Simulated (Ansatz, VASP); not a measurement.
# One calculation of Ge, two programs

Contents of INCAR:

```
SYSTEM = Ge
PREC = Accurate
ENCUT = 520
EDIFF = 1E-6
ISMEAR = -1
SIGMA = 0.05
LREAL = .False.
LASPH = .True.
NELM = 100
ALGO = Normal
ISIF = 2
LWAVE = .False.
LCHARG = .False.
GGA = PE
NBANDS = 21
```

KPOINTS

```
regular mesh
0
Gamma
  10 10 10
  0 0 0
```

File POSCAR:

```
Ge
1.0
    0.0000000000      2.8659949267      2.8659949267
    2.8659949267      0.0000000000      2.8659949267
    2.8659949267      2.8659949267      0.0000000000
Ge
2
Direct
    0.5000000000      0.5000000000      0.5000000000
    0.7500000000      0.7500000000      0.7500000000
```

Input for Ansatz:

```yaml
crystal:
  lattice:
    - [0.0, 2.8659949267, 2.8659949267]
    - [2.8659949267, 0.0, 2.8659949267]
    - [2.8659949267, 2.8659949267, 0.0]
  atoms:
    - { symbol: Ge, position: [0.5, 0.5, 0.5] }
    - { symbol: Ge, position: [0.75, 0.75, 0.75] }
kpoints:
  mp_grid: { grid: [10, 10, 10] }
  band_path:
    path:
      - [0.0, 0.0, 0.0]
      - [0.5, 0.0, 0.5]
      - [0.625, 0.25, 0.625]
      - [0.375, 0.375, 0.75]
      - [0.0, 0.0, 0.0]
      - [0.5, 0.5, 0.5]
      - [0.5, 0.25, 0.75]
      - [0.5, 0.0, 0.5]
    npoints: 5
scf:
  occupations: { method: fermi_dirac, width: 0.05 }
hamiltonian:
  xc: pbe
  pseudopotentials: { kind: all_electron, lapw: { basis_error: 0.00025 } }
output:
  forces: true
  stress: true
  eigenvalues: true
```

Change from the starting cell: volume scaled by 1.04.

Alike in both runs: task single point; functional PBE; k mesh 10 × 10 × 10; occupations fermi-dirac, width 0.05 eV; no spin polarisation.

|  | VASP | Ansatz |
| --- | --- | --- |
| version | VASP 6.6.1 | Ansatz 0.2.0 |
| potentials or method | VASP PAW PBE potentials, release 64 (Ge_d) | all-electron LAPW, scalar-relativistic |
| plane-wave cutoff (eV) | 520 | see its input |

```csv
,VASP,Ansatz,Ansatz less VASP
pressure (GPa),0.8,0.9,+0.10
```

Ansatz ran all-electron here, so the differences hold the error of VASP's frozen core and of both bases.
